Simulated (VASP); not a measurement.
Here is a VASP 6.6.1 calculation.

File INCAR:

```
PREC     = Accurate       # precision mode
ENCUT    = 600            # plane-wave cutoff, eV
EDIFF    = 1E-7           # SCF threshold, eV
ISMEAR   = 0              # smearing method
SIGMA    = 0.1            # smearing width, eV
LREAL    = False          # projectors in reciprocal space
LASPH    = True           # aspherical terms in the spheres
NELM     = 100            # most SCF steps
ALGO     = Fast           # electronic algorithm
ISIF     = 3              # what is computed and relaxed
LWAVE    = False          # write WAVECAR
LCHARG   = False          # write CHGCAR
GGA      = PS             # functional
IBRION   = 2              # ionic algorithm
NSW      = 90             # ionic steps
EDIFFG   = -0.04          # ionic threshold
```

Contents of KPOINTS:

```
Automatic mesh
0
Gamma
  6 6 4
```

Contents of POSCAR:

```
Zr
1.0
    4.1829782961      0.0000000000      0.0000000000
   -2.0914891481      3.6225654680      0.0000000000
    0.0000000000      0.0000000000      4.7457289016
Zr
3
Direct
    0.2254000000      0.0000000000      0.3333333333
    0.0000000000      0.2254000000      0.6666666667
    0.7746000000      0.7746000000      0.0000000000
```

Potentials or basis: VASP PAW PBE potentials, release 64 (Zr_sv).

Run with:

```bash
$ cat potpaw_PBE.64/Zr_sv/POTCAR > POTCAR
$ mpirun -np 1 vasp_std > vasp.out
```

Problem. Predict the relaxed volume.

Solution. 21.62 Å³/atom.

Problem. Predict the band gap on the k mesh.

Solution. None (metal or under the smearing width).

Forces on the atoms (eV/Å):
```
Zr  -0.005  0.000  0.000
Zr   0.003 -0.005  0.000
Zr   0.003  0.005  0.000
```

Caveat: the PAW data sets were made with another functional, which shifts forces and pressure a little.
